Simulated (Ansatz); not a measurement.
# TiSi2: the cost of one run

Method: DFT PBEsol, scalar-relativistic, plane waves, PAW, in Ansatz 0.2.0.

1 further run of the same task is left out (set aside as unsound or not needed).

**1. Starting point**

The structure is orthorhombic, space group Fddd (No. 70). Conventional cell: a = 4.762 Å, b = 8.182 Å, c = 8.496 Å, α = 90.00°, β = 90.00°, γ = 90.00°. Around Ti (site symmetry 222) lie 10 Si at 2.53 to 2.75 Å. Around Si (site symmetry 2) lie 5 Si at 2.52 to 2.77 Å and 5 Ti at 2.53 to 2.75 Å.

As a file:

```cif
data_structure
_symmetry_space_group_name_H-M 'Fddd:1'
_symmetry_Int_Tables_number 70
_cell_length_a 4.7618
_cell_length_b 8.1821
_cell_length_c 8.4961
_cell_angle_alpha 90.000
_cell_angle_beta 90.000
_cell_angle_gamma 90.000
_cell_volume 331.02
loop_
_atom_site_label
_atom_site_type_symbol
_atom_site_symmetry_multiplicity
_atom_site_Wyckoff_symbol
_atom_site_fract_x
_atom_site_fract_y
_atom_site_fract_z
_atom_site_occupancy
Ti1 Ti 8 b 0.75000 0.25000 0.25000 1
Si1 Si 16 f 0.75000 0.58617 0.25000 1
```

This cell was relaxed beforehand with the same method: volume 13.79 Å³/atom, gap on the mesh none (metal).

**2. Point at V/V0 = 0.97**

The input, input.yaml:

```yaml
crystal:
  lattice:
    - [0.0, 4.0497346182, 4.205134563]
    - [2.356827125, 0.0, 4.205134563]
    - [2.356827125, 4.0497346182, 0.0]
  atoms:
    - { symbol: Ti, position: [0.75, 0.75, 0.75] }
    - { symbol: Ti, position: [0.5, 0.5, 0.5] }
    - { symbol: Si, position: [0.0861670623, 0.4138329377, 0.0861670623] }
    - { symbol: Si, position: [0.4138329377, 0.0861670623, 0.4138329377] }
    - { symbol: Si, position: [0.1638329377, 0.8361670623, 0.1638329377] }
    - { symbol: Si, position: [0.8361670623, 0.1638329377, 0.8361670623] }
basis:
  ecutwfc: 420
kpoints:
  mp_grid: { grid: [10, 10, 10] }
hamiltonian:
  xc: pbesol
scf:
  occupations: { method: gaussian, width: 0.1 }
output:
  forces: true
  stress: true
  eigenvalues: true
relax:
  adjacent_minimum: "off"
  f_tol: 0.01
  max_steps: 30
  cell: { stress_tol: 0.1, fix: [volume] }
```

Command:

```console
ansatz run input.yaml --threads 1 --pin off --max-ram 2560MiB --backend cpu --events-out ev --progress --plain --runs-dir out
```

What time and memory should one allow on 1 thread of Intel Xeon Platinum 8259CL at 2.50GHz (Skylake/Cascade Lake), shared host?

About 2.5 min, with a peak of 0.65 GiB.
